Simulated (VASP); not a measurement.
SnO:

```
CELL_PARAMETERS angstrom
3.81370 0.00000 0.00000
0.00000 3.81370 0.00000
0.00000 0.00000 4.88691
ATOMIC_POSITIONS crystal
Sn 0.50000 0.00000 0.76463
Sn 0.00000 0.50000 0.23537
O 0.00000 0.00000 0.00000
O 0.50000 0.50000 0.00000
```

The cell is a database's computed one.

Base run:

```yaml
Program: VASP 6.6.1
Functional: r2SCAN
Potentials_or_basis: VASP PAW PBE potentials, release 64 (Sn_d, O)
Cutoff: 520 eV
k_mesh: 8 × 8 × 6
Occupations: gaussian, width 0.02 eV
Spin: no spin polarisation
```

Its results: band gap on the k mesh 0.29 eV, indirect (least direct gap 2.37 eV).

Problem. The run is repeated on the same cell with these changes: functional from r2SCAN to TB-mBJ. What comes out?

Solution. Band gap on the k mesh 0.36 eV, indirect (least direct gap 2.45 eV).

Caveats: spin-orbit coupling is left out, which moves the levels of the heavy elements.
